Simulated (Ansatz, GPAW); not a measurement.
## Cu: 3 runs at one level of theory

```
CELL_PARAMETERS angstrom
-1.44279 1.44279 1.37608
1.44279 -1.44279 1.37608
1.44279 1.44279 -1.37608
ATOMIC_POSITIONS crystal
Cu 0.00000 0.00000 0.00000
```

This isn't the form of Cu at room conditions, which is fcc.

Alike in all runs: task single point; functional PBEsol; k mesh 13 × 13 × 13; occupations fermi-dirac, width 0.05 eV; no spin polarisation; no spin-orbit coupling. Pressure is positive in compression and, in plane waves, holds the error of the finite cutoff, which Ansatz's Pulay term estimates and takes out.

```tsv
program and potentials	plane-wave cutoff (eV)	notes	pressure (GPa)
Ansatz, Ansatz PAW	420	potentials made for PBE, which Ansatz adapts in part; 19 valence electrons an atom on average; Pulay term of +0.12 GPa included	-1.39
GPAW, PAW data sets generated for this functional	600	11 valence electrons an atom on average	0.65
Ansatz, all-electron LAPW, scalar-relativistic	-	-	-1.38
```

The pressure spans -1.39 (Ansatz, Ansatz PAW) to 0.65 GPa (GPAW, PAW data sets generated for this functional), with all-electron results at -1.38.

Differences between rows come from potentials, basis sets and numerical settings, since the functional is the same but for its coding. Runs on potential files found faulty are left out.

The runs disagree on the sign of the pressure. The all-electron result and the 19-electron PAW result are both negative, so at this shape the cell would tend to contract, whereas GPAW with 11 valence electrons finds it slightly compressed. The likely cause is the treatment of the 3s and 3p electrons. They belong to the same shell as 3d and overlap it strongly in space, so freezing them can alter the repulsion that balances the cohesion from the 4s and 3d electrons. Other differences in how the data sets were built could contribute as well. An incomplete plane-wave basis is a less likely explanation, since it usually makes the pressure too low, and removing that error would probably move GPAW further from the all-electron value. Because copper is stiff, the disagreement amounts to only a small change in equilibrium lattice parameter. A mean pressure near zero also doesn't show that the tetragonal cell is relaxed, as stresses along and across its axis can cancel.
